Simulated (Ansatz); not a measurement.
# Pd (Im-3m) in Ansatz: notebook

One crystal, Pd, is run at these levels: LDA, PBE; tasks: elastic constants, phonons.

Program: Ansatz 0.2.0. These are calculated values, not measurements. Logs are shortened: lines on timing, memory, paths and dates and some standing lists are left out, and cuts for length are marked.

## (1) Starting point

Symmetry: Im-3m, No. 229, cubic system. The conventional cell has a = 3.145 Å, b = 3.145 Å, c = 3.145 Å, α = 90.00°, β = 90.00°, γ = 90.00°. Around Pd (site symmetry m-3m) lie 8 Pd at 2.72 Å.

This isn't the form of Pd at room conditions, which is fcc.

## (2) Elastic constants, LDA

input.yaml

```yaml
crystal:
  lattice:
    - [-1.572281, 1.572281, 1.572281]
    - [1.572281, -1.572281, 1.572281]
    - [1.572281, 1.572281, -1.572281]
  atoms:
    - { symbol: Pd, position: [0.0, 0.0, 0.0] }
hamiltonian:
  xc: lda
  pseudopotentials: { kind: paw }
kpoints:
  mp_grid: { grid: [9, 9, 9] }
scf:
  occupations: { method: fermi_dirac, width: 0.05 }
output:
  forces: true
  stress: true
elastic:
  mode: clamped_ion
  stencil: two_point
```

Potentials or basis: Ansatz PAW.

Command:

```console
> ansatz run input.yaml --threads 2 --pin off --max-ram 5632MiB --backend cpu --events-out ev --progress --plain --runs-dir out
```

Standard output:

```text
Warning: RAYON_NUM_THREADS=2 ignored (pool sized by the plan → 2); use --threads N
Engine: ansatz 0.2.0, aarch64-unknown-linux-gnu
Pseudopotentials: kind: paw
Pseudopotential: Pd, paw, valence charge 18, recommended cutoff 420 eV (normal), Pd.paw.azcp
Functional definition: SPW92
  exchange = slater_x
  correlation = pw_c
Crystal: 1 atoms, lattice volume = 15.547 Å³
Basis set: ecut = 420 eV, 321 PW (Γ)
Bands: 13, of which v1, the nominal top of the filled ones, is band 9 counted from 1 (8 counted from 0)
Symmetry: 48 space group operations
Space group: Im-3m (ITA 229), of the structure as read, at distance tolerance 2.5e-5 Å
k-points: 35 of 729
Non-local potential: Pd, projectors of the file, l = 0: 2, l = 1: 2, l = 2: 2, l = 3: 1
PAW form: soft (Blöchl's): semilocal exchange-correlation on the pseudo side does not see the compensation charge
PAW frozen core: Pd, regenerated for the run's functional, and the local potential with it (the file was generated under x = pbe(κ = 0.804, μ = 0.2195149727645171), c = pbe(β = 0.06672455060314922))
PAW one-centre angular grid: Pd, 590 points (default); XC on 64 Gauss nodes
Initial density: superposition of atomic densities (neutral atoms: chi_scale 0, normalization atom), corrected by the library's trained network
Initial wavefunctions: pseudopotential atomic-orbital guess
Functional: x = slater, c = lda
SCF iter   1: F=—  HF=-6844.478175 eV  |F-HF|=—  |Δ(HF+E_count)|=         —  Δρ=1.29e-2  dr2=1.81e-2  ethr=1.77e-3  ⟨swp⟩=5.3  Hψ=2566  notcnv=0
preconditioner: auto → none  [metal: Δε(μ)=0.105 eV  Ē_g=13.563 eV  σ=0.050 eV  W_gap=0.40  n_scr=0 (ndim 8)  ℏωp=29.8 eV  f_vac=0.000  D(μ)=0.88/eV (n_scr^D=12)]
SCF iter   2: F=—  HF=-6844.474402 eV  |F-HF|=—  |Δ(HF+E_count)|=   3.77e-3  Δρ=6.58e-3  dr2=4.33e-3  ethr=1.00e-4  ⟨swp⟩=2.5  Hψ=1071  notcnv=0
SCF iter   3: F=—  HF=-6844.473111 eV  |F-HF|=—  |Δ(HF+E_count)|=   1.29e-3  Δρ=2.64e-3  dr2=1.85e-4  ethr=2.41e-5  ⟨swp⟩=2.1  Hψ=683  notcnv=0
SCF iter   4: F=—  HF=-6844.473083 eV  |F-HF|=—  |Δ(HF+E_count)|=   2.71e-5  Δρ=1.25e-4  dr2=7.35e-7  ethr=1.03e-6  ⟨swp⟩=1.1  Hψ=476  notcnv=0
SCF iter   5: F=—  HF=-6844.473080 eV  |F-HF|=—  |Δ(HF+E_count)|=   2.98e-6  Δρ=1.38e-5  dr2=8.97e-9  ethr=4.08e-9  ⟨swp⟩=2.2  Hψ=745  notcnv=0
SCF iter   6: F=—  HF=-6844.473080 eV  |F-HF|=—  |Δ(HF+E_count)|=   4.81e-9  Δρ=1.80e-6  dr2=1.78e-10  ethr=4.98e-11  ⟨swp⟩=2.2  Hψ=609  notcnv=0
SCF iter   7: F=-6844.473080 eV  HF=-6844.473080 eV  |F-HF|=1.82e-12  |Δ(HF+E_count)|=  3.09e-11  Δρ=3.06e-8  dr2=6.23e-14  ethr=1.00e-12  ⟨swp⟩=3.2  Hψ=1899  notcnv=0
SCF 1 converged in 7 iterations: F = -6844.473080 eV  dr2 = 6.23e-14
Crystal: 1 atoms, lattice volume = 15.516 Å³
Symmetry: 16 space group operations
k-points: 75 of 729
Initial density: handed on by an earlier stage of this run
Initial wavefunctions: those handed on with the density
iter 1 solved again at ethr=7.50e-8 eV; its pass at ethr=3.10e-3 eV (dr2=1.35e-5 eV) is discarded
SCF iter   1: F=—  HF=-6844.476051 eV  |F-HF|=—  |Δ(HF+E_count)|=         —  Δρ=2.94e-4  dr2=8.34e-6  ethr=7.50e-8  ⟨swp⟩=2.0  Hψ=6401  notcnv=0
preconditioner: auto → none  [metal: Δε(μ)=0.099 eV  Ē_g=13.636 eV  σ=0.050 eV  W_gap=0.39  n_scr=0 (ndim 8)  ℏωp=29.8 eV  f_vac=0.000  D(μ)=0.89/eV (n_scr^D=12)]
SCF iter   2: F=—  HF=-6844.476052 eV  |F-HF|=—  |Δ(HF+E_count)|=   9.06e-7  Δρ=1.67e-4  dr2=1.70e-6  ethr=4.63e-8  ⟨swp⟩=2.0  Hψ=1338  notcnv=0
SCF iter   3: F=—  HF=-6844.476049 eV  |F-HF|=—  |Δ(HF+E_count)|=   2.96e-6  Δρ=7.18e-5  dr2=3.00e-7  ethr=9.42e-9  ⟨swp⟩=2.1  Hψ=1393  notcnv=0
SCF iter   4: F=—  HF=-6844.476049 eV  |F-HF|=—  |Δ(HF+E_count)|=   5.27e-8  Δρ=2.95e-5  dr2=5.27e-8  ethr=1.67e-9  ⟨swp⟩=1.0  Hψ=975  notcnv=0
SCF iter   5: F=—  HF=-6844.476049 eV  |F-HF|=—  |Δ(HF+E_count)|=   1.15e-8  Δρ=6.51e-6  dr2=2.37e-9  ethr=2.93e-10  ⟨swp⟩=1.0  Hψ=975  notcnv=0
SCF iter   6: F=—  HF=-6844.476049 eV  |F-HF|=—  |Δ(HF+E_count)|=  3.68e-10  Δρ=6.85e-7  dr2=2.41e-11  ethr=1.31e-11  ⟨swp⟩=1.4  Hψ=1078  notcnv=0
SCF iter   7: F=-6844.476049 eV  HF=-6844.476049 eV  |F-HF|=1.82e-12  |Δ(HF+E_count)|=  9.09e-13  Δρ=4.26e-8  dr2=7.56e-14  ethr=1.00e-12  ⟨swp⟩=3.1  Hψ=3929  notcnv=0
SCF 2 converged in 7 iterations: F = -6844.476049 eV  dr2 = 7.56e-14
Crystal: 1 atoms, lattice volume = 15.578 Å³
iter 1 solved again at ethr=1.30e-12 eV; its pass at ethr=3.10e-3 eV (dr2=2.35e-10 eV) is discarded
SCF iter   1: F=—  HF=-6844.470063 eV  |F-HF|=—  |Δ(HF+E_count)|=         —  Δρ=3.01e-6  dr2=2.35e-10  ethr=1.30e-12  ⟨swp⟩=2.4  Hψ=6674  notcnv=0
preconditioner: auto → none  [metal: Δε(μ)=0.100 eV  Ē_g=13.597 eV  σ=0.050 eV  W_gap=0.39  n_scr=0 (ndim 8)  ℏωp=29.8 eV  f_vac=0.000  D(μ)=0.90/eV (n_scr^D=12)]
SCF iter   2: F=—  HF=-6844.470063 eV  |F-HF|=—  |Δ(HF+E_count)|=  6.46e-11  Δρ=1.35e-6  dr2=4.24e-11  ethr=1.30e-12  ⟨swp⟩=1.0  Hψ=975  notcnv=0
SCF iter   3: F=—  HF=-6844.470063 eV  |F-HF|=—  |Δ(HF+E_count)|=  1.09e-11  Δρ=9.67e-8  dr2=2.34e-13  ethr=2.36e-13 (applied; sched 1.00e-12)  ⟨swp⟩=1.0  Hψ=975  notcnv=0
SCF iter   4: F=-6844.470063 eV  HF=-6844.470063 eV  |F-HF|=1.82e-12  |Δ(HF+E_count)|=  9.09e-13  Δρ=2.34e-8  dr2=6.53e-14  ethr=1.00e-12  ⟨swp⟩=4.0  Hψ=3015  notcnv=0
SCF 3 converged in 4 iterations: F = -6844.470063 eV  dr2 = 6.53e-14
Symmetry: 8 space group operations
k-points: 125 of 729
iter 1 solved again at ethr=7.80e-8 eV; its pass at ethr=3.10e-3 eV (dr2=1.40e-5 eV) is discarded
SCF iter   1: F=—  HF=-6844.473071 eV  |F-HF|=—  |Δ(HF+E_count)|=         —  Δρ=3.86e-4  dr2=6.07e-6  ethr=7.80e-8  ⟨swp⟩=2.0  Hψ=10704  notcnv=0
preconditioner: auto → none  [metal: Δε(μ)=0.006 eV  Ē_g=13.604 eV  σ=0.050 eV  W_gap=0.03  n_scr=0 (ndim 8)  ℏωp=29.8 eV  f_vac=0.000  D(μ)=0.90/eV (n_scr^D=12)]
SCF iter   2: F=—  HF=-6844.473072 eV  |F-HF|=—  |Δ(HF+E_count)|=   1.30e-6  Δρ=1.12e-4  dr2=3.13e-7  ethr=3.37e-8  ⟨swp⟩=2.0  Hψ=2305  notcnv=0
SCF iter   3: F=—  HF=-6844.473069 eV  |F-HF|=—  |Δ(HF+E_count)|=   2.89e-6  Δρ=2.87e-5  dr2=1.66e-8  ethr=1.74e-9  ⟨swp⟩=1.0  Hψ=1625  notcnv=0
SCF iter   4: F=—  HF=-6844.473069 eV  |F-HF|=—  |Δ(HF+E_count)|=   2.80e-9  Δρ=9.54e-7  dr2=5.74e-11  ethr=9.24e-11  ⟨swp⟩=1.0  Hψ=1625  notcnv=0
SCF iter   5: F=—  HF=-6844.473069 eV  |F-HF|=—  |Δ(HF+E_count)|=  2.82e-11  Δρ=7.82e-7  dr2=8.23e-11  ethr=3.19e-13 (applied; sched 1.00e-12)  ⟨swp⟩=2.0  Hψ=2752  notcnv=0
SCF iter   6: F=—  HF=-6844.473069 eV  |F-HF|=—  |Δ(HF+E_count)|=  2.36e-11  Δρ=5.64e-8  dr2=1.81e-13  ethr=4.57e-13 (applied; sched 1.00e-12)  ⟨swp⟩=2.0  Hψ=2236  notcnv=0
SCF iter   7: F=-6844.473069 eV  HF=-6844.473069 eV  |F-HF|=9.09e-13  |Δ(HF+E_count)|=  9.09e-13  Δρ=7.88e-9  dr2=2.40e-15  ethr=1.00e-12  ⟨swp⟩=3.7  Hψ=4545  notcnv=0
SCF 4 converged in 7 iterations: F = -6844.473069 eV  dr2 = 2.40e-15
iter 1 solved again at ethr=3.32e-12 eV; its pass at ethr=3.10e-3 eV (dr2=5.97e-10 eV) is discarded
SCF iter   1: F=—  HF=-6844.473069 eV  |F-HF|=—  |Δ(HF+E_count)|=         —  Δρ=2.85e-6  dr2=5.67e-10  ethr=3.32e-12  ⟨swp⟩=2.2  Hψ=10797  notcnv=0
preconditioner: auto → none  [metal: Δε(μ)=0.005 eV  Ē_g=13.604 eV  σ=0.050 eV  W_gap=0.02  n_scr=0 (ndim 8)  ℏωp=29.8 eV  f_vac=0.000  D(μ)=0.90/eV (n_scr^D=12)]
SCF iter   2: F=—  HF=-6844.473069 eV  |F-HF|=—  |Δ(HF+E_count)|=  1.24e-10  Δρ=1.15e-6  dr2=9.38e-11  ethr=3.15e-12  ⟨swp⟩=2.1  Hψ=2296  notcnv=0
SCF iter   3: F=—  HF=-6844.473069 eV  |F-HF|=—  |Δ(HF+E_count)|=  2.55e-11  Δρ=5.45e-7  dr2=8.52e-12  ethr=5.21e-13 (applied; sched 1.00e-12)  ⟨swp⟩=2.3  Hψ=2446  notcnv=0
SCF iter   4: F=—  HF=-6844.473069 eV  |F-HF|=—  |Δ(HF+E_count)|=  1.82e-12  Δρ=1.81e-7  dr2=6.12e-13  ethr=4.73e-14 (applied; sched 1.00e-12)  ⟨swp⟩=1.0  Hψ=1628  notcnv=0
SCF iter   5: F=-6844.473069 eV  HF=-6844.473069 eV  |F-HF|=1.82e-12  |Δ(HF+E_count)|=  1.82e-12  Δρ=2.10e-8  dr2=5.88e-15  ethr=1.00e-12  ⟨swp⟩=4.0  Hψ=4977  notcnv=0
SCF 5 converged in 5 iterations: F = -6844.473069 eV  dr2 = 5.88e-15
SCF converged after 7 iterations
Free energy (F): -6844.473080 eV
Harris-Foulkes:  -6844.473080 eV  (|F-HF|=1.82e-12)
Internal energy: -6844.465137 eV  (E = F + TS)
E sigma→0 (E₀):  -6844.469109 eV
Entropy (-TS):   -0.007944 eV (-7.944 meV/atom)
Fermi energy:    18.082599 eV
--- Per-component energies (eV) ---
  E_band       = -163.079034
  E_kinetic    = 512.299466
  E_local      = -1825.935367  (includes V_loc(G=0)·N_el)
  E_nonlocal   = 223.110791
  E_hartree    = 734.876276
  E_xc         = -167.009858
  E_vxc        = -210.455689  (∫ρ·V_xc dr)
  E_paw        = -3622.780749  (= ΣΔE_a)
  E_vpaw       = -331.850946  (= ΣTr[D̂ρ^β])
  E_aug_tail   = 0.000168  (compensation charges beyond the density's cutoff)
  E_ewald      = -2699.706598
  E_core_change = 0.680734  (= ΣΔE_core)
  E_smearing   = -0.007944  (= −TS)
  E_closure    = 0.000000  (closes the sum)
  Σ components = -6844.473080   (vs F -6844.473080, Δ=0.00e0)
--- Forces (eV/Å), atoms counted from 1 ---
  atom   1  Pd    -0.00000000     0.00000000     0.00000000
  max |Σ_I F_I| component: 1.03e-31 eV/Å
--- Stress (GPa, compression-positive) ---
      -15.410740      -0.000000       0.000000
       -0.000000     -15.410740      -0.000000
        0.000000      -0.000000     -15.410740
  P = ⅓ Tr σ = -15.4107 GPa (-154.107 kbar)
--- Band table (eV; the first three rows and the last of 35) ---
  k-point 0: bands = ["-65.7004", "-31.2848", "-31.2848", "-31.2848", "11.2284", "15.3325", "15.3325", "15.3325", "17.2176", "17.2176", "37.1209", "37.1209", "37.1209"]
  k-point 1: bands = ["-65.6948", "-31.3266", "-31.2993", "-31.2845", "11.6733", "15.1888", "15.3376", "15.6446", "17.0649", "17.2293", "36.6876", "37.0957", "37.6344"]
  k-point 2: bands = ["-65.6807", "-31.4317", "-31.3360", "-31.2840", "12.7429", "14.8423", "15.4485", "16.5031", "16.9050", "17.2742", "34.0260", "35.9916", "38.9567"]
  k-point 34: bands = ["-65.6181", "-31.5438", "-31.5377", "-31.5377", "13.3479", "13.3842", "18.0330", "18.0330", "18.1891", "25.8460", "27.5283", "27.5283", "34.7090"]
--- Elastic constants: 2 strain directions × 2 members + reference (group order 48) ---
  dense FFT box of the reference and of every strained cell: 20×20×20
  strains applied: 11, 23; error gains: componentwise 1.00 (the most a stress slope's error grows in a printed constant), spectral 1.73 (1 for all six strains in a standard setting)
  C = ∂σ_k/∂η_j (tension-positive GPa; Voigt order 11 22 33 23 13 12):
       123.629    139.228    139.228      0.000     -0.000     -0.000
       139.228    123.629    139.228      0.000      0.000     -0.000
       139.228    139.228    123.629      0.000     -0.000      0.000
         0.000     -0.000     -0.000     70.280     -0.000      0.000
         0.000      0.000      0.000     -0.000     70.280     -0.000
        -0.000      0.000      0.000     -0.000     -0.000     70.280
  reference stress σ⁰ (GPa):     15.411     15.411     15.411      0.000     -0.000      0.000
  C* (energy form; C + prestress term) asymmetry max|C*_kj − C*_jk| = 5.684e-14 GPa — a small one proves nothing (zero by symmetry where the batch's group is 432, −43m or m−3m); a large one is finite-difference/SCF noise where every solve meets its electron count
  moduli (Voigt/Reuss/Hill, GPa): K = 134.03/134.03/134.03   G = 39.05/-23.39/7.83   E = 23.04   ν = 0.471
  mechanically stable: NO (min eigenvalue of sym C = -15.60 GPa)
  strain η (Voigt 11):  stress-route row diagonal C_11 = 123.63 GPa, energy-path curvature d²(F+E_count+ΔE)/dδ²/Ω₀ = 123.85 GPa
         δ    σ_11 (GPa)             F (eV)   n_scf  n_hpsi   n_pw
    -2.000e-3      15.1604       -6844.4760488       7   17001    321
     2.000e-3      15.6549       -6844.4700633       4   12549    321
  strain η (Voigt 23):  stress-route row diagonal C_44 = 70.28 GPa, energy-path curvature d²(F+E_count+ΔE)/dδ²/Ω₀ = 62.64 GPa
         δ    σ_23 (GPa)             F (eV)   n_scf  n_hpsi   n_pw
    -2.000e-3      -0.1406       -6844.4730690       7   27302    321
     2.000e-3       0.1406       -6844.4730690       5   23666    321
```

Wall time 3.2 s (2 threads of Arm Neoverse V1, shared host); peak memory 0.28 GiB.

Results:

```yaml
Free_energy: -6844.4731 eV
Pressure: -15.4 GPa
Band_gap_on_the_k_mesh: none (metal or under the smearing width)
Elastic_constants_C11_C12_C44: 124, 139, 70 GPa
Voigt_bulk_modulus: 134 GPa
```

Levels at points of the mesh, in eV from the Fermi level:
| k point | band 5 | band 6 | band 7 | band 8 | band 9 | band 10 | band 11 | band 12 | band 13 |
| --- | --- | --- | --- | --- | --- | --- | --- | --- | --- |
| (0.00, 0.00, 0.00) | -6.85 | -2.75 | -2.75 | -2.75 | -0.86 | -0.86 | 19.04 | 19.04 | 19.04 |

Elastic tensor in Voigt notation (GPa, in the Cartesian axes of the cell as first typed):
```
124 139 139   0   0   0
139 124 139   0   0   0
139 139 124   0   0   0
  0   0   0  70   0   0
  0   0   0   0  70   0
  0   0   0   0   0  70
```

Caveat: the cell is more than 3 GPa from zero pressure, which shifts response properties; the elastic tensor has a negative eigenvalue, so either the cell is unstable as it stands or the mesh is too thin; so large a pressure means that the cell lies far from this level's equilibrium, or that cutoff or potentials fall short; the PAW data sets come from PBE, with cores solved anew for the run's functional, which leaves a small shift of forces and pressure.

(Part 1 of 2 ends here.)
